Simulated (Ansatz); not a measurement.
GeTe (alpha-GeTe type, space group R3m)

```
GeTe
1.0
    4.22663     2.44024     7.27983
   -2.11331     1.22012     3.63992
    0.00000    -2.44024     3.63992
Ge Te
2 2
Direct
  0.11712   0.23423   0.23423
  0.61712   0.23423   0.23423
  0.38288   0.76577   0.76577
  0.88288   0.76577   0.76577
```

In this cell atom 3 (Te, nearest neighbour Ge at 2.852 Å; its periodic images, 4.2 Å or more away, move with it) is moved by s towards the nearest neighbour, unit vector (0.741, -0.428, 0.517); all other atoms and the cell stay fixed.

Level of theory: PBE (plane waves to 420 eV, PAW, scalar-relativistic; Ansatz, an electronic-structure program). k mesh 4×8×8 (Γ-centred), Fermi-Dirac smearing 0.05 eV. Energies are smeared free energies. GeTe was relaxed with its symmetry unable to fall. Spin-orbit coupling is left out, though Te is heavy. ΔE is measured from the undisplaced structure.

| s (Å) | ΔE (meV/cell) |
|---|---|
| -0.290 | 123.3 |
| -0.232 | withheld |
| -0.174 | 48.5 |
| -0.116 | 22.9 |
| -0.058 | 6.2 |
| 0.000 | 0.0 |
| 0.058 | 6.0 |
| 0.116 | 26.7 |
| 0.174 | 64.6 |
| 0.232 | 123.1 |
| 0.290 | 206.1 |

Problem. Fit a polynomial form (powers 2, 3, 4) to the given rows and predict ΔE at s = -0.232.

Solution. Least squares on the 10 given rows: ΔE = (1810)·s² + (1684)·s³ + (1755)·s⁴, in meV/cell with s in Å; root-mean-square residual 0.57 meV/cell. At -0.232 the fit gives 81.5 meV/cell; the calculation gives 82.1 meV/cell, so the interpolation is off by -0.6 (-0.7 %). The quadratic term alone would give 97.4 meV/cell.

(For displaced atoms, the force is minus the slope of the energy, and its curvature is a force constant, which sets phonon frequencies.)
